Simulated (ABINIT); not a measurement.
The system is Pb.

```
CELL_PARAMETERS angstrom
0.00000 2.47502 2.47502
2.47502 0.00000 2.47502
2.47502 2.47502 0.00000
ATOMIC_POSITIONS crystal
Pb 0.00000 0.00000 0.00000
```

Base run:

* Program: ABINIT 10.8.3 (patched build)
* Functional: AM05
* Potentials or basis: JTH PAW PBE v2.0
* Cutoff: 707 eV
* k mesh: 9 × 9 × 9
* Occupations: fermi-dirac, width 0.05 eV
* Spin: no spin polarisation

Its results: band gap on the k mesh none (metal or under the smearing width); pressure -0.7 GPa.

Question: After a change of settings the same cell gave: band gap on the k mesh none (metal or under the smearing width); pressure 1.8 GPa. Which change was it?
A. functional from AM05 to revPBE
B. functional from AM05 to r2SCAN
C. functional from AM05 to PW91
D. functional from AM05 to PBEsol

Answer: C.

PW91 binds less tightly than AM05, so the same cell stands under more pressure.

Caveats: the PAW data sets were made with another functional, which shifts forces and pressure a little.
